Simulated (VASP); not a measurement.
# KBr (Fm-3m) in VASP: further runs, part 2 of 2

VASP 6.6.1. Earlier steps stand in the parts before.

## (4) Relaxation of cell and atoms, LDA

Contents of INCAR:

```
PREC = Accurate ; ENCUT = 600
EDIFF = 1E-6 ; ISMEAR = -1
SIGMA = 0.05 ; LREAL = False
LASPH = True ; NELM = 100
ALGO = Normal ; ISIF = 3
LWAVE = False ; LCHARG = False
IBRION = 2 ; NSW = 40
EDIFFG = -0.005
```

Contents of KPOINTS:

```
regular mesh
0
Gamma
  7 7 7
```

Contents of POSCAR:

```
KBr
1.0
    0.0000000000      3.3000000000      3.3000000000
    3.3000000000      0.0000000000      3.3000000000
    3.3000000000      3.3000000000      0.0000000000
Br K
1 1
Direct
    0.5000000000      0.5000000000      0.5000000000
    0.0000000000      0.0000000000      0.0000000000
```

Potentials or basis: VASP PAW LDA potentials, release 64 (Br, K_sv).

The run is started by

```bash
$ cat potpaw_LDA.64/Br/POTCAR potpaw_LDA.64/K_sv/POTCAR > POTCAR
$ mpirun -np 1 vasp_std > vasp.out
```

Run time: 64 s. Hardware: 1 thread of Intel Xeon Platinum 8488C (Sapphire Rapids), shared host; peak memory 0.2 GiB.

Results (log left out):

- Free energy: -6.8350 eV
- Relaxed volume: 32.49 Å³/atom
- Relaxed cell: a = 4.513 Å, b = 4.513 Å, c = 4.513 Å, α = 60.00°, β = 60.00°, γ = 60.00°
- Space group after relaxing (to 0.05 Å): Fm-3m (No. 225)
- Energy gained by relaxing: 18.8 meV/atom
- Ionic steps: 4
- Pressure after relaxing: 0.0 GPa
- Band gap on the k mesh: 4.32 eV, direct

The path:
```tsv
step	energy change (eV)	largest force (eV/Å)	pressure (GPa)	volume (Å³)
1	0.0000	0.0000	-1.59	71.87
2	-0.0284	0.0000	-0.87	68.23
3	-0.0375	0.0000	-0.07	65.23
4	-0.0376	0.0000	0.01	64.98
```

Final structure:
```
Br K
1.0
     0.00000    3.19098    3.19098
     3.19098    0.00000    3.19098
     3.19098    3.19098    0.00000
Br K
1 1
Cartesian
  3.1910 3.1910 3.1910
  0.0000 0.0000 0.0000
```

Levels at points of the mesh, in eV from the valence-band top:
| k point | band 4 | band 5 | band 6 | band 7 | band 8 | band 9 | band 10 | band 11 | band 12 |
| --- | --- | --- | --- | --- | --- | --- | --- | --- | --- |
| (0.00, 0.00, 0.00) | -10.94 | -10.94 | 0.00 | 0.00 | 0.00 | 4.32 | 7.34 | 7.34 | 7.34 |

## (5) Relaxation of cell and atoms, PBE

Edit INCAR of step 4 so:

```diff
@@ -6,3 +6,3 @@
 LWAVE = False ; LCHARG = False
-IBRION = 2 ; NSW = 40
-EDIFFG = -0.005
+GGA = PE ; IBRION = 2
+NSW = 40 ; EDIFFG = -0.005
```

KPOINTS is that of step 4.

POSCAR is that of step 4.

Potentials or basis: VASP PAW PBE potentials, release 64 (Br, K_sv).

The run is started by

```bash
$ cat potpaw_PBE.64/Br/POTCAR potpaw_PBE.64/K_sv/POTCAR > POTCAR
$ mpirun -np 1 vasp_std > vasp.out
```

OUTCAR:

```text
PREC = Accurate
   ENCUT = 600
   EDIFF = 1E-6
   ISMEAR = -1
   LREAL = False
   LASPH = True
   NELM = 100
   ISIF = 3
   GGA = PE
   IBRION = 2
   NSW = 40
   EDIFFG = -0.005

 ion  position               nearest neighbor table
   1  0.500  0.500  0.500-   2 3.30   2 3.30   2 3.30   2 3.30   2 3.30   2 3.30
   2  0.000  0.000  0.000-   1 3.30   1 3.30   1 3.30   1 3.30   1 3.30   1 3.30

  LATTYP: Found a face centered cubic cell.
 ALAT       =     6.6000000000

  Lattice vectors:

 A1 = (   0.0000000000,   3.3000000000,   3.3000000000)
 A2 = (   3.3000000000,   0.0000000000,   3.3000000000)
 A3 = (   3.3000000000,   3.3000000000,   0.0000000000)

Analysis of symmetry for initial positions (statically):
=====================================================================
 Subroutine PRICEL returns:
 Original cell was already a primitive cell.

 Routine SETGRP: Setting up the symmetry group for a
 face centered cubic supercell.

 Subroutine GETGRP returns: Found 48 space group operations
 (whereof 48 operations were pure point group operations)
 out of a pool of 48 trial point group operations.

The static configuration has the point symmetry O_h .

Analysis of symmetry for dynamics (positions and initial velocities):
=====================================================================
 Subroutine PRICEL returns:
 Original cell was already a primitive cell.

 Routine SETGRP: Setting up the symmetry group for a
 face centered cubic supercell.

 Subroutine GETGRP returns: Found 48 space group operations
 (whereof 48 operations were pure point group operations)
 out of a pool of 48 trial point group operations.

The dynamic configuration has the point symmetry O_h .

 Subroutine INISYM returns: Found 48 space group operations
 (whereof 48 operations are pure point group operations),
 and found     1 'primitive' translations

----------------------------------------------------------------------------------------

                                     Primitive cell
[... 101 lines left out ...]
   ISMEAR =    -1;   SIGMA  =   0.05  broadening in eV -4-tet -1-fermi 0-gaus
   EFERMI_NEDOS =   21; number of points for ismear=-14 and -15
   IALGO  =     38    algorithm
   IMIX   =      4    mixing-type and parameters
     AMIX     =   0.40;   BMIX     =  1.00
     AMIX_MAG =   1.60;   BMIX_MAG =  1.00
  volume/ion in A,a.u.               =      35.94       242.51
  Fermi-wavevector in a.u.,A,eV,Ry     =   0.992181  1.874950 13.393889  0.984423
  Thomas-Fermi vector in A             =   2.123975
   LORBIT       =      0    0 simple, 1 ext, 2 COOP (PROOUT), +10 PAW based schemes
   GGA     = PE    functional components
   LHFCALC =     F    Hartree Fock is set to
   AEXX    =    0.0000 exact exchange contribution
   IVDW    =     0    specifies the selected vdW correction
   LEPSILON=     F    determine dielectric tensor
   LRPA    =     F    only Hartree local field effects (RPA)
 conjugate gradient relaxation of ions
 non-spin polarized calculation
  energy-cutoff  :      600.00
  volume of cell :       71.87
 maximum number of plane-waves:      2421
 NGX is ok and might be reduce to    40
   NGX = 19   NGY = 19   NGZ = 19

--------------------------------------- Ionic step        1  -------------------------------------------

 number of electron      16.0000000 magnetization

 Free energy of the ion-electron system (eV)
  ---------------------------------------------------
  ext. energy  EPLUGINS =         0.00000000
  ---------------------------------------------------
  free energy    TOTEN  =        -6.21517100 eV

  energy without entropy =       -6.21517100  energy(sigma->0) =       -6.21517100

------------------------ aborting loop because EDIFF is reached ----------------------------------------

  FORCE on cell =-STRESS in cart. coord.  units (eV):
  Direction    XX          YY          ZZ          XY          YZ          ZX
  --------------------------------------------------------------------------------------
  -------------------------------------------------------------------------------------
  Total        0.3451552      0.3451552      0.3451552      0.0000000      0.0000000     -0.0000000
  in kB        7.6940178      7.6940178      7.6940178      0.0000000      0.0000000     -0.0000000
  external PRESSURE =       7.6940178 kB  Pullay stress =       0.0000000 kB
[... 95 lines left out ...]
--------------------------------------- Ionic step        4  -------------------------------------------

 number of electron      15.9999999 magnetization

 Free energy of the ion-electron system (eV)
  ---------------------------------------------------
  ext. energy  EPLUGINS =         0.00000000
  ---------------------------------------------------
  free energy    TOTEN  =        -6.22357997 eV

  energy without entropy =       -6.22357997  energy(sigma->0) =       -6.22357997

 E-fermi :  -0.8617     XC(G=0):  -7.1762

 val. band max:       -1.9284335339   @ k =   0.0000   0.0000   0.0000
 cond. band min:       2.3770088119   @ k =   0.0000   0.0000   0.0000
 fundamental gap:      4.3054423459
 Fermi energy:        -0.8617379369

 k-point     1 :       0.0000    0.0000    0.0000
  band No.  band energies     occupation
      1     -29.8177      2.00000
      2     -14.1636      2.00000
      3     -13.2915      2.00000
      4     -13.2915      2.00000
      5     -13.2915      2.00000
      6      -1.9284      2.00000
      7      -1.9284      2.00000
      8      -1.9284      2.00000
      9       2.3770      0.00000
     10       5.6605      0.00000
     11       5.6605      0.00000
     12       5.6605      0.00000
[... 312 lines left out ...]
  FREE ENERGIE OF THE ION-ELECTRON SYSTEM (eV)
  ---------------------------------------------------
  free  energy   TOTEN  =        -6.2235799691 eV

  energy  without entropy=       -6.2235799691  energy(sigma->0) =       -6.22357997

 reached required accuracy - stopping structural energy minimisation
```

OSZICAR:

```text
N       E                     dE             d eps       ncg     rms          rms(c)
DAV:   1     0.115749003169E+03    0.11575E+03   -0.77392E+03   480   0.132E+03
DAV:   2     0.886068074763E+00   -0.11486E+03   -0.10729E+03   632   0.283E+02
DAV:   3    -0.612280860134E+01   -0.70089E+01   -0.69847E+01   616   0.658E+01
[... 31 lines left out ...]
DAV:   2    -0.622372247123E+01    0.56010E-03   -0.13416E-03   620   0.334E-01    0.651E-02
DAV:   3    -0.622358152728E+01    0.14094E-03   -0.45905E-04   844   0.176E-01    0.477E-02
DAV:   4    -0.622358188950E+01   -0.36221E-06   -0.10849E-05   884   0.217E-02    0.206E-02
DAV:   5    -0.622358022292E+01    0.16666E-05   -0.13779E-05   928   0.215E-02    0.383E-03
DAV:   6    -0.622357996914E+01    0.25378E-06   -0.26157E-07   348   0.605E-03
   4 F= -.62235800E+01 E0= -.62235800E+01  d E =-.840896E-02
```

CONTCAR:

```text
KBr
   1.00000000000000
     0.0000000000000000    3.3545853559619889    3.3545853559619889
     3.3545853559619889    0.0000000000000000    3.3545853559619889
     3.3545853559619889    3.3545853559619889    0.0000000000000000
  Br              K
     1     1
Direct
     0.5000000000000000    0.5000000000000000    0.5000000000000000
     0.0000000000000000    0.0000000000000000    0.0000000000000000

  0.00000000E+00  0.00000000E+00  0.00000000E+00
  0.00000000E+00  0.00000000E+00  0.00000000E+00
```

Wall time 82 s (1 thread of Intel Xeon Platinum 8488C (Sapphire Rapids), shared host); peak memory 0.25 GiB.

Results:

```
Free energy                            : -6.2236 eV
Relaxed volume                         : 37.75 Å³/atom
Relaxed cell                           : a = 4.744 Å, b = 4.744 Å, c = 4.744 Å, α = 60.00°, β = 60.00°, γ = 60.00°
Space group after relaxing (to 0.05 Å) : Fm-3m (No. 225)
Energy gained by relaxing              : 4.2 meV/atom
Ionic steps                            : 4
Pressure after relaxing                : 0.0 GPa
Band gap on the k mesh                 : 4.31 eV, direct
```

Step by step:
```
step  energy change (eV)  largest force (eV/Å)  pressure (GPa)  volume (Å³)
   1              0.0000                0.0000            0.77        71.87
   2             -0.0063                0.0000            0.35        73.68
   3             -0.0084                0.0000            0.04        75.30
   4             -0.0084                0.0000            0.01        75.50
```

Final structure:
```xyz
2
Lattice="0.0000 3.3546 3.3546 3.3546 0.0000 3.3546 3.3546 3.3546 0.0000" Properties=species:S:1:pos:R:3 pbc="T T T"
Br    3.3546    3.3546    3.3546
K     0.0000    0.0000    0.0000
```

Caveat: an odd mesh through Γ misses points on the zone boundary, where band edges often lie.

## (6) Relaxation of cell and atoms, PBEsol

Edit INCAR of step 5 so:

```diff
@@ -6,3 +6,3 @@
 LWAVE = False ; LCHARG = False
-GGA = PE ; IBRION = 2
+GGA = PS ; IBRION = 2
 NSW = 40 ; EDIFFG = -0.005
```

KPOINTS is that of step 5.

POSCAR is that of step 5.

Potentials or basis: VASP PAW PBE potentials, release 64 (Br, K_sv).

The run is started by

```bash
$ cat potpaw_PBE.64/Br/POTCAR potpaw_PBE.64/K_sv/POTCAR > POTCAR
$ mpirun -np 1 vasp_std > vasp.out
```

Wall time 99 s (1 thread of Intel Xeon Platinum 8488C (Sapphire Rapids), shared host); peak memory 0.25 GiB.

Results (log left out):

- Free energy: -6.4600 eV
- Relaxed volume: 35.28 Å³/atom
- Relaxed cell: a = 4.638 Å, b = 4.638 Å, c = 4.638 Å, α = 60.00°, β = 60.00°, γ = 60.00°
- Space group after relaxing (to 0.05 Å): Fm-3m (No. 225)
- Energy gained by relaxing: 0.6 meV/atom
- Ionic steps: 5
- Pressure after relaxing: 0.0 GPa
- Band gap on the k mesh: 4.32 eV, direct

The path:
```
step  energy change (eV)  largest force (eV/Å)  pressure (GPa)  volume (Å³)
   1              0.0000                0.0000           -0.27        71.87
   2             -0.0008                0.0000           -0.14        71.24
   3             -0.0011                0.0000           -0.05        70.80
   4             -0.0009                0.0000            0.15        69.92
   5             -0.0012                0.0000           -0.02        70.57
```

Final structure:
```yaml
crystal:
  lattice:
    - [0.00000, 3.27989, 3.27989]
    - [3.27989, 0.00000, 3.27989]
    - [3.27989, 3.27989, 0.00000]
  atoms:
    - { symbol: Br, position: [0.50000, 0.50000, 0.50000] }
    - { symbol: K, position: [0.00000, 0.00000, 0.00000] }
```

Levels at points of the mesh, in eV from the valence-band top:
```csv
k point,band 6,band 7,band 8,band 9,band 10,band 11
"(0.00, 0.00, 0.00)",0.00,0.00,0.00,4.32,7.53,7.53
```

Caveat: the PAW data sets were made with another functional, which shifts forces and pressure a little.

## (7) Overview

| task | level | potentials or basis | cell | cutoff (eV) | smearing | gap on the mesh (eV) | pressure (GPa) | relaxed volume (Å³/atom) |
| --- | --- | --- | --- | --- | --- | --- | --- | --- |
| single point | PBEsol | VASP PAW PBE potentials, release 64 (Br, K_sv) | as given | 520 | gaussian 0.1 eV | 4.28 | -0.3 | - |
| relaxation of cell and atoms | LDA | VASP PAW LDA potentials, release 64 (Br, K_sv) | relaxed | 600 | fermi-dirac 0.05 eV | 4.32 | 0.0 | 32.49 |
| relaxation of cell and atoms | PBE | VASP PAW PBE potentials, release 64 (Br, K_sv) | relaxed | 600 | fermi-dirac 0.05 eV | 4.31 | 0.0 | 37.75 |
| relaxation of cell and atoms | PBEsol | VASP PAW PBE potentials, release 64 (Br, K_sv) | relaxed | 600 | fermi-dirac 0.05 eV | 4.32 | 0.0 | 35.28 |

Alike in all rows: no spin polarisation; k mesh 7 × 7 × 7.

Caveats: the PAW data sets were made with another functional, which shifts forces and pressure a little (some runs); an odd mesh through Γ misses points on the zone boundary, where band edges often lie (some runs).

Total energies depend on the potentials used, so only differences within one code and one set of settings carry meaning.
